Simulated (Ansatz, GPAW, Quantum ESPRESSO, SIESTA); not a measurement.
Sb: programs and potentials compared

```xyz
4
Lattice="-4.0300 4.0300 2.0255 4.0300 -4.0300 2.0255 4.0300 4.0300 -2.0255" Properties=species:S:1:pos:R:3 pbc="T T T"
Sb    1.2192    5.2492    0.0000
Sb    2.8108    1.2192    0.0000
Sb    2.8108   -1.2192    2.0255
Sb    1.2192    2.8108    2.0255
```

This isn't the form of Sb at room conditions, which is rhombohedral.

Alike in all runs: task single point; functional PBEsol; k mesh 7 × 7 × 7; occupations fermi-dirac, width 0.05 eV; no spin polarisation; no spin-orbit coupling. Pressure is positive in compression and, in plane waves, holds the error of the finite cutoff, which Ansatz's Pulay term estimates and takes out.

```csv
program and potentials,plane-wave cutoff (eV),notes,pressure (GPa)
"Ansatz, Ansatz PAW",420,"potentials made for PBE, which Ansatz adapts in part; Pulay term of +0.03 GPa included",-0.74
"Quantum ESPRESSO, GBRV 1.5 PBEsol",612,-,-0.87
"GPAW, PAW data sets generated for this functional",600,-,-1.02
"Ansatz, all-electron LAPW, scalar-relativistic",-,-,-0.73
"SIESTA, files PseudoDojo sr-pbesol-0.4.1-standard, DZP (energy shift 0.003 Ry; two zetas on semicore shells)",-,atomic basis,0.80
```

Force on atom 2 (Sb), eV/Å:

```tsv
program and potentials	x	y	z
Ansatz, Ansatz PAW	0.031	-0.031	0.000
Quantum ESPRESSO, GBRV 1.5 PBEsol	0.028	-0.028	0.000
GPAW, PAW data sets generated for this functional	0.035	-0.035	0.000
Ansatz, all-electron LAPW, scalar-relativistic	0.031	-0.031	0.000
SIESTA, files PseudoDojo sr-pbesol-0.4.1-standard, DZP (energy shift 0.003 Ry; two zetas on semicore shells)	-0.052	0.052	0.000
```

The pressure spans -1.02 (GPAW, PAW data sets generated for this functional) to 0.80 GPa (SIESTA, files PseudoDojo sr-pbesol-0.4.1-standard, DZP (energy shift 0.003 Ry; two zetas on semicore shells)), with all-electron results at -0.73. The pressure on the cell as given of SIESTA, files PseudoDojo sr-pbesol-0.4.1-standard, DZP (energy shift 0.003 Ry; two zetas on semicore shells) lies far from the others; the cause wasn't traced. Rows in atomic bases carry the error of their basis and grid, which can be large.

Differences between rows come from potentials, basis sets and numerical settings, since the functional is the same but for its coding. Runs on potential files found faulty are left out.
